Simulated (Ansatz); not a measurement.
# Au: the cost of one run

Computed with Ansatz 0.2.0 (DFT PBE, scalar-relativistic, plane waves, PAW, unless a step's input says otherwise).

## Step 1: The structure to begin with

It takes space group Pm-3m (No. 221, cubic). The conventional cell has a = 3.982 Å, b = 3.982 Å, c = 3.982 Å, α = 90.00°, β = 90.00°, γ = 90.00°. Au (site symmetry 4/mmm) has 8 Au at 2.82 Å as nearest neighbours.

Structure file:

```cif
data_structure
_symmetry_space_group_name_H-M 'P 1'
_symmetry_Int_Tables_number 1
_cell_length_a 3.9820
_cell_length_b 3.9820
_cell_length_c 3.9820
_cell_angle_alpha 90.000
_cell_angle_beta 90.000
_cell_angle_gamma 90.000
_cell_volume 63.14
loop_
_atom_site_label
_atom_site_type_symbol
_atom_site_fract_x
_atom_site_fract_y
_atom_site_fract_z
_atom_site_occupancy
Au1 Au 0.50000 0.00000 0.00000 1
Au2 Au 0.00000 0.50000 0.00000 1
Au3 Au 0.00000 0.00000 0.50000 1
```

It is the end of an earlier relaxation with the same method, from a generated guess; it needn't be the stable form of this composition. At a tolerance of 0.05 Å it has space group Pm-3m (No. 221); it has 21.05 Å³/atom, an uncorrected energy of +0.08 eV/atom over the standard state and, on its mesh, gap none (metal).

## Step 2: Point at V/V0 = 0.97

input.yaml reads:

```yaml
crystal:
  lattice:
    - [3.9417303213, 0.0, 0.0]
    - [0.0, 3.9417303213, 0.0]
    - [0.0, 0.0, 3.9417303213]
  atoms:
    - { symbol: Au, position: [0.5, 0.0, 0.0] }
    - { symbol: Au, position: [0.0, 0.5, 0.0] }
    - { symbol: Au, position: [0.0, 0.0, 0.5] }
basis:
  ecutwfc: 420
kpoints:
  mp_grid: { grid: [12, 12, 12] }
hamiltonian:
  xc: pbe
scf:
  occupations: { method: gaussian, width: 0.1 }
output:
  forces: true
  stress: true
  eigenvalues: true
```

Command:

```
$ ansatz run input.yaml --threads 1 --pin off --max-ram 2048MiB --backend cpu --events-out ev --progress --plain --runs-dir out
```

**Question.** How long does this run take on 1 thread of Arm Neoverse V1, shared host, and how much memory does it need?

About 7.7 s, with a peak of 0.38 GiB.
